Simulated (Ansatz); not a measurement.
CuI, DFT, PBE, all-electron LAPW, scalar-relativistic (Ansatz 0.2.0), run on 1 thread of Intel(R) Xeon(R) Platinum 8488C (Sapphire Rapids) on a shared host.

The cell is the one relaxed in the Materials Project (mp-1007922), not relaxed further here; entries there can be hypothetical. The listed cell was then made from it by scaling, straining or moving an atom.

Command: `ansatz run input.yaml --threads 1 --pin off --max-ram 4096MiB --backend cpu --events-out ev --progress --plain --runs-dir out`

```yaml
crystal:
  lattice:
    - [3.73316759, -3.71108637, 0.0]
    - [3.73316759, 3.71108637, 0.0]
    - [0.0, 0.0, 4.3931376234]
  atoms:
    - { symbol: Cu, position: [0.42043883, 0.57956117, 0.75] }
    - { symbol: Cu, position: [0.57956117, 0.42043883, 0.25] }
    - { symbol: I, position: [0.77004268, 0.22995732, 0.75] }
    - { symbol: I, position: [0.22995732, 0.77004268, 0.25] }
kpoints:
  mp_grid: { grid: [5, 5, 6] }
  band_path:
    path:
      - [0.0, 0.0, 0.0]
      - [0.5, 0.5, 0.0]
      - [0.4970513089, 0.5029486911, 0.0]
      - [-0.4970513089, 0.4970513089, 0.0]
      - [0.0, 0.0, 0.0]
      - [0.0, 0.0, 0.5]
      - [-0.4970513089, 0.4970513089, 0.5]
      - [0.4970513089, 0.5029486911, 0.5]
      - [0.5, 0.5, 0.5]
    npoints: 5
scf:
  occupations: { method: fermi_dirac, width: 0.02 }
hamiltonian:
  xc: pbe
  pseudopotentials: { kind: all_electron, lapw: { basis_error: 0.0005 } }
output:
  forces: true
  stress: true
  eigenvalues: true
```

Problem. How large is the problem that the program sets up?

Solution. 36 irreducible k-points, 1693 plane waves at Γ, 53 bands.

Problem. About how long does it take, and how much memory does it use?

Solution. 83 s of wall time for 11 SCF iterations, with a peak of 0.72 GiB. Times on shared machines scatter by tens of per cent.
